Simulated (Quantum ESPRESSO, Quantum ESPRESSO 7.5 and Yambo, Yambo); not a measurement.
## BeTe (F-43m): G0W0 with and without spin-orbit coupling

Is the spin-orbit change of the gap of BeTe (F-43m) the same in DFT and in GW?

Calculated with Quantum ESPRESSO 7.5 and Yambo 5.3.0; PBE and many-body steps on it, plane waves.

The database entry behind the starting cell differs from later determinations by our own check (an axis about 1.5 % short against later determinations), so it need not match the best structure at ambient conditions.

### 1. The structure

Symmetry: F-43m, No. 216, cubic system. Conventional cell: a = 5.540 Å, b = 5.540 Å, c = 5.540 Å, α = 90.00°, β = 90.00°, γ = 90.00°. Nearest to Be lie 4 Te at 2.40 Å. Nearest to Te lie 4 Be at 2.40 Å. Farther neighbours and most contacts between anions are not listed.

The cell and positions come from the Crystallography Open Database and are kept as given unless a step says otherwise. Spin-orbit coupling is left out unless a step names it.

### 2. Empty states on the mesh, 4×4×4 mesh, 218 bands

This step: Quantum ESPRESSO 7.5; DFT, PBE, plane waves, norm-conserving pseudopotentials.

The sums over transitions need many empty states on a uniform mesh; this step solves for them.

pw.in reads:

```
&control
  calculation = 'nscf'
  prefix = 'x'
  outdir = 'o'
  pseudo_dir = 'pseudo'
/
&system
  ibrav = 0
  nat = 2
  ntyp = 2
  ecutwfc = 88.0
  nbnd = 218
  force_symmorphic = .true.
/
&electrons
  conv_thr = 1e-9
  electron_maxstep = 80
  diago_full_acc = .true.
  diago_thr_init = 5e-6
/
ATOMIC_SPECIES
  Be 9.012 Be.upf
  Te 127.6 Te.upf
CELL_PARAMETERS angstrom
  0.0000000000 2.7700000000 2.7700000000
  2.7700000000 0.0000000000 2.7700000000
  2.7700000000 2.7700000000 -0.0000000000
ATOMIC_POSITIONS crystal
  Be 0.0000000000 0.0000000000 0.0000000000
  Te 0.2500000000 0.2500000000 0.2500000000
K_POINTS automatic
  4 4 4 0 0 0
```

Command:

```console
> OMP_NUM_THREADS=1 mpirun -n 8 pw.x -nk 4 -in pw.in > pw.out
```

Output:

```text
Program PWSCF v.7.5 starts

     This program is part of the open-source Quantum ESPRESSO suite
     for quantum simulation of materials; please cite
         "P. Giannozzi et al., J. Phys.:Condens. Matter 21 395502 (2009);
         "P. Giannozzi et al., J. Phys.:Condens. Matter 29 465901 (2017);
         "P. Giannozzi et al., J. Chem. Phys. 152 154105 (2020);
     in publications or presentations arising from this work. More details at

     Atomic positions and unit cell read from directory:
     o/x.save/

     Message from routine setup:
[...]
k =-0.3536-0.3536 0.3536 (  3996 PWs)   bands (ev):

[...]
71.7481  71.7481  72.3093  72.3093  72.7972  73.7089  73.7643  74.8678
     [... 16 further rows ...]
   157.5682 157.5765 159.0639 159.1726 159.1726 159.3033 160.0961 160.5900
   160.5901 161.3660

          k = 0.3536 0.0000 0.0000 (  4016 PWs)   bands (ev):

     [... further k-points ...]

     highest occupied, lowest unoccupied level (ev):     9.4262   11.2895

     XML data file, pseudopotentials, collected wavefunctions

=------------------------------------------------------------------------------=
   JOB DONE.
=------------------------------------------------------------------------------=
```

The job ended after 12 s (8 MPI ranks of Arm Neoverse V2, shared host; peak memory 0.71 GiB).

Numbers from this step:

* gap: 1.863 eV
* k of the valence top: 0, 0, 0
* k of the conduction bottom: 0, -0.5, -0.5
* least direct gap: 3.591 eV
* k points computed: 8
* lowest point of the top converged band, above the valence top: 150.6614 eV

On this mesh the gap is 1.863 eV.

The density comes from a self-consistent run that is not shown.

### 3. Conversion and set-up

This step: Yambo 5.3.0; conversion and set-up on PBE, plane waves, norm-conserving pseudopotentials.

The states are converted to the many-body program's format and the q mesh is built.

Command:

```console
> (cd o/x.save; p2y > p2y.log; mv SAVE ../..); yambo > setup.log
```

Output:

```text
 Yambo, version 5.3.0

 [02] CORE Variables Setup
 =========================

  [02.01] Unit cells
  ==================

  Cell kind             :  FCC
  Atoms in the cell     :  Be  Te
  number of Be atoms    :  1
  number of Te atoms    :  1

  List of atomic masses
  Mass of Be    :  9.012000
  Mass of Te    :  127.6000

  List of atomic coordinates    : [cc]
  Be1       :  0.000000  0.000000  0.000000  order 1
  Te1       :  2.617271  2.617271  2.617271  order 2

  Alat factors          :  5.234541  5.234541  5.234541 [a.u.]
  Direct lattice volume :  286.8573 [a.u.]
[...]
==========================================

 IBZ Q-points                                      :   8
 BZ  Q-points                                      :   64

 K/Q-points units:
 rlu = crystal or reduced units; cc = cartesian coordinates; iku = interal k-units

 Q [1]          [rlu]:  0.000000  0.000000  0.000000
 Q [2]          [rlu]: -0.61447E-17 -0.61447E-17  0.25000
 Q [3]          [rlu]:  0.12289E-16  0.12289E-16 -0.50000
[...]
Q [7]          [rlu]: -0.44291E-16 -0.50000     -0.50000
 Q [8]          [rlu]:  0.250000 -0.500000 -0.250000

  [03.01] X indexes
  =================

   [03.01.01] Sigma indexes
   ========================

 [06] Game Over & Game summary
```

Elapsed: 2.4 s, on 1 MPI rank; peak memory 0.25 GiB.

### 4. Scalar-relativistic

Now the one-shot GW correction: screening in the RPA, then the self-energy of the levels asked for.

This step: G0W0 on PBE, plane waves, norm-conserving pseudopotentials.

gw1.in reads:

```
HF_and_locXC
gw0
dyson
ppa
em1d
rim_cut
RandQpts= 1000000
RandGvec= 1 RL
EXXRLvcs= 88 Ry
VXCRLvcs= 352 Ry
Chimod= "HARTREE"
% BndsRnXp
 1 | 218 |
%
NGsBlkXp= 17 Ry
% LongDrXp
 1 | 1 | 1 |
%
% GbndRnge
 1 | 218 |
%
DysSolver= "n"
ExtendOut
PPAPntXp= 27.21138 eV
% QPkrange
 1 | 1 | 13 | 16 |
 7 | 7 | 13 | 16 |
%
```

Command:

```console
> OMP_NUM_THREADS=1 mpirun -n 8 yambo -F gw1.in -J gw1 -C gw1 > gw1.log
```

Output:

```text
 Yambo, version 5.3.0

 [02] CORE Variables Setup
 =========================

  [... cell, symmetries and grids as in the set-up ...]

  [02.05] Energies & Occupations
  ==============================

  [X] === General ===
  [X] Electronic Temperature                        :  0.000000  0.000000 [eV K]
  [X] Bosonic    Temperature                        :  0.000000  0.000000 [eV K]
  [X] Finite Temperature mode                       : no
  [X] El. density                                   :  0.65870E+24 [cm-3]
  [X] Fermi Level                                   :  9.426233 [eV]

  [X] === Gaps and Widths ===
  [X] Conduction Band Min                           :  1.863269 [eV]
  [X] Valence Band Max                              :  0.000000 [eV]
  [X] Filled Bands                                  :  14
  [X] Empty Bands                                   :   15  218
  [X] Direct Gap                                    :  3.590530 [eV]
  [X] Direct Gap localized at k                     :  1
  [X] Indirect Gap                                  :  1.863269 [eV]
  [X] Indirect Gap between kpts                     :   1   7
  [X] Last valence band width                       :  3.442439 [eV]
  [X] 1st conduction band width                     :  3.467501 [eV]

 [03] Transferred momenta grid and indexing
 ==========================================

 IBZ Q-points                                      :   8
 BZ  Q-points                                      :   64

 K/Q-points units:
 rlu = crystal or reduced units; cc = cartesian coordinates; iku = interal k-units

 Q [1]          [rlu]:  0.000000  0.000000  0.000000
 Q [2]          [rlu]: -0.61447E-17 -0.61447E-17  0.25000
 Q [3]          [rlu]:  0.12289E-16  0.12289E-16 -0.50000
 Q [4]          [rlu]:  0.22146E-16  0.25000      0.25000
 Q [5]          [rlu]: -0.24636E-16  0.25000      0.50000
 Q [6]          [rlu]:  0.12289E-16  0.25000     -0.25000
 Q [7]          [rlu]: -0.44291E-16 -0.50000     -0.50000
 Q [8]          [rlu]:  0.250000 -0.500000 -0.250000

 [04] Coloumb potential Random Integration (RIM)
 ===============================================

  [04.01] RIM initialization
  ==========================

  * Diagonal components only detected *

  8 x (sBL volume)        :  0.108090 [a.u.]
  sBZ random points       :  1000000
  Points outside the sBZ  :   7987327
  RL volume               :  0.864716 [a.u.]
  Integrated volume       :  0.866088 [a.u.]

  [04.02] RIM integrals
  =====================

  Gamma point sphere radius             :  0.086406 [a.u.]
  Points outside the sphere             :   799513
  [Int_sBZ(q=0) 1/q^2]*(Vol_sBZ)^(-1/3) =:  7.764325
                                 should be <:  7.795600

  Summary of Coulomb integrals for non-metallic bands |Q|[au] RIM/Bare

  Q [1] 0.100000E-4 0.995988 * Q [2] 0.259879 1.065884
  Q [4] 0.300083 1.064810 * Q [6] 0.424381 1.027704
  Q [5] 0.497631 1.020409 * Q [3] 0.519759 1.018308
  Q [7] 0.600166 1.014905 * Q [8] 0.671006 1.011860

 [05] Dipoles
 ============

  [05.01] Setup: observables and procedures
  =========================================

 [06] Dynamic Dielectric Matrix (PPA)
 ====================================

 [SLK-Inversion]  Pools        :  2
 [SLK-Inversion]  BLACS grid   :  2  2

 [WR./gw1//ndb.pp]---------------------------------------------------------------
  Brillouin Zone Q/K grids (IBZ/BZ)                :    8   64    8   64
  RL vectors                                       :   4909 [WF]
  Coulomb cutoff potential                         : none
  Electronic Temperature                           :  0.000000 [K]
  Bosonic    Temperature                           :  0.000000 [K]
  PPA    diel. fun.  energies                      : Perdew, Burke & Ernzerhof(X)+Perdew, Burke & Ernzerhof(C)
  wavefunctions                                    : Perdew, Burke & Ernzerhof(X)+Perdew, Burke & Ernzerhof(C)
  Global Gauge                                     : length
  X matrix size                                    :   339
  X band range                                     :    1  218
  X e/h energy range                               : -1.000000 -1.000000 [eV]
  X Time ordering                                  : R
  X Hxc Kernel                                     : HARTREE
  X Drude frequency                                :  0.000000  0.000000
  X poles                                          :  100.0000 [o/o]
  RL vectors in the sum                            :   4909
  [r,Vnl] included                                 : yes
  Field direction                                  :  0.577350E-5  0.577350E-5  0.577350E-5
  BZ energy Double Grid                            : no
  BZ energy DbGd points                            : 0
  BZ Q point size factor                           : -1.000000
  X Optical Averaged directions                    : none

 [07] Local Exchange-Correlation + Non-Local Fock
 ================================================

 [VXC] Plane waves :   31951
 [EXS] Plane waves :   4111

 QP @ state[ 1 ] K range:  1  1
 QP @ state[ 1 ] b range:  13  16
 QP @ state[ 2 ] K range:   7   7
 QP @ state[ 2 ] b range:  13  16

 [xc] Functional : Perdew, Burke & Ernzerhof(X)+Perdew, Burke & Ernzerhof(C)
 [xc] LIBXC used to calculate xc functional
  PP Number of Atomic Species                      :  2
  NLCC RL compoments                               :   31951
  PP Number of Atomic Species                      :  2
  NLCC RL compoments                               :   31951

 [xc] E_xc :  -22.89162 [Ha]
      E_xc :  -45.78324 [Ry]

  Local XC kind (lXC) : Perdew, Burke & Ernzerhof(X)+Perdew, Burke & Ernzerhof(C)
  Non-Local XC kind (nlXC) : Hartree-Fock

  Corrections @ K [1] :  [eV]
 <13|nlXC|13> = -15.26185  0.39516E-17 <13|lXC|13> = -13.56043 -0.58998E-16
 <14|nlXC|14> = -15.26178  0.79364E-17 <14|lXC|14> = -13.56043 -0.37763E-15
 <15|nlXC|15> = -6.180696 -0.48688E-17 <15|lXC|15> = -10.71164 -0.56645E-15
 <16|nlXC|16> = -6.180666 -0.26524E-17 <16|lXC|16> = -10.71163 -0.23596E-16

  Corrections @ K [7] :  [eV]
 <13|nlXC|13> = -14.82241 -0.34292E-17 <13|lXC|13> = -12.03900 -0.53105E-16
 <14|nlXC|14> = -14.82232  0.38674E-17 <14|lXC|14> = -12.03900 -0.94410E-16
 <15|nlXC|15> = -5.350428 -0.34220E-17 <15|lXC|15> = -9.219037 -0.11799E-16
 <16|nlXC|16> = -5.993243 -0.94917E-18 <16|lXC|16> = -10.01849 -0.88406E-17

 [08] Dyson equation: Newton solver
 ==================================

  [08.01] G0W0 (W PPA)
  ====================

  [  GW  ] Bands range     :    1  218
  [GW/PPA] G damping       :  0.100000 [eV]

  QP @ state[ 1 ] K range:  1  1
  QP @ state[ 1 ] b range:  13  16
  QP @ state[ 2 ] K range:   7   7
  QP @ state[ 2 ] b range:  13  16

   Sc/G bands                                       :    1  218
   Sc/G damping                                     :  0.100000 ev
   Sc bands terminator                              : no
   Sx RL components                                 :   4111

   QP @ state[ 1 ] K range                          :  1  1
   QP @ state[ 1 ] b range                          :  13  16
   QP @ state[ 2 ] K range                          :   7   7
   QP @ state[ 2 ] b range                          :  13  16
   GF energies kind                                 : Perdew, Burke & Ernzerhof(X)+Perdew, Burke & Ernzerhof(C)
   GF WF`s kind                                     : Perdew, Burke & Ernzerhof(X)+Perdew, Burke & Ernzerhof(C)
   Xs energies kind                                 : Perdew, Burke & Ernzerhof(X)+Perdew, Burke & Ernzerhof(C)
   Xs WF`s kind                                     : Perdew, Burke & Ernzerhof(X)+Perdew, Burke & Ernzerhof(C)

 [11] Game Over & Game summary
```

Wall time 2.1 min (8 MPI ranks); peak memory 3.8 GiB; 17 min of CPU time.

Numbers from this step:

* G0W0 gap on the points computed: 2.716 eV
* starting gap on the mesh: 1.863 eV
* k of the valence top: 0, 0, 0
* k of the conduction bottom: 0, -0.5, -0.5
* least direct G0W0 gap on the computed points: 4.680 eV
* Z at the valence top: 0.8077
* Z at the conduction bottom: 0.8197

The gap on the mesh goes from 1.86 eV to 2.72 eV, a correction of +0.85 eV.

### 5. Empty states on the mesh, 4×4×4 mesh, 436 bands

This step: Quantum ESPRESSO 7.5; DFT, PBE with spin-orbit coupling, plane waves, norm-conserving pseudopotentials.

Changes to pw.in since step 2:

```diff
@@ -11,4 +11,6 @@
   ecutwfc = 88.0
-  nbnd = 218
+  nbnd = 436
   force_symmorphic = .true.
+  noncolin = .true.
+  lspinorb = .true.
 /
```

Command:

```console
> OMP_NUM_THREADS=1 mpirun -n 8 pw.x -nk 4 -in pw.in > pw.out
```

Output:

```text
[banner, memory and clock lines left out]
Program PWSCF v.7.5 starts

     Atomic positions and unit cell read from directory:
     o/x.save/

     Message from routine setup:
     using ibrav=0 with symmetry is DISCOURAGED, use correct ibrav instead

     bravais-lattice index     =            0
     lattice parameter (alat)  =       7.4028  a.u.
     unit-cell volume          =     286.8573 (a.u.)^3
     number of atoms/cell      =            2
     number of atomic types    =            2
     number of electrons       =        28.00
[...]
164.7305 164.7305 165.3251 165.3252

          k =-0.3536-0.3536 0.3536 (  3996 PWs)   bands (ev):

  -149.4316-149.4316-106.2501-106.2501 -96.5432 -96.5432 -96.5431 -96.5431
[...]
40.2315  40.2315  42.8922  42.8922  43.1011  43.1011  43.3196  43.3196
     [... 43 further rows ...]
   159.4567 159.4567 160.0766 160.0766 161.1236 161.1236 161.1821 161.1821
   161.2701 161.2701 162.5589 162.5589

          k = 0.3536 0.0000 0.0000 (  4016 PWs)   bands (ev):

     [... further k-points ...]

     highest occupied, lowest unoccupied level (ev):     9.7313   11.2968

     XML data file, pseudopotentials, collected wavefunctions
```

Wall time 74 s (8 MPI ranks); peak memory 1.8 GiB.

This step gave:

| Property | Result |
| --- | --- |
| gap | 1.565 eV |
| k of the valence top | 0, 0, 0 |
| k of the conduction bottom | 0, -0.5, -0.5 |
| least direct gap | 3.259 eV |
| k points computed | 8 |
| lowest point of the top converged band, above the valence top | 151.8635 eV |

On this mesh the gap is 1.565 eV.

The density comes from a self-consistent run that is not shown, made with spin-orbit coupling and fully relativistic files.

[end of part 1 of 2]

[Paths, hosts, dates, memory and timing lines, banners, echoed tables and standing remarks are left out of the program output.]

[Logs are printed without paths, hosts, clocks, repeated set-up lines and the standing remarks that a program may print on its own settings, such as how far it seeks lower states.]

[Runs of the session that timed out or met a known fault of the program may be left out.]

[Hosts, paths, dates, database ids (printed as entryN), source tags and the programs' standing remarks are cut or masked in the printed files.]
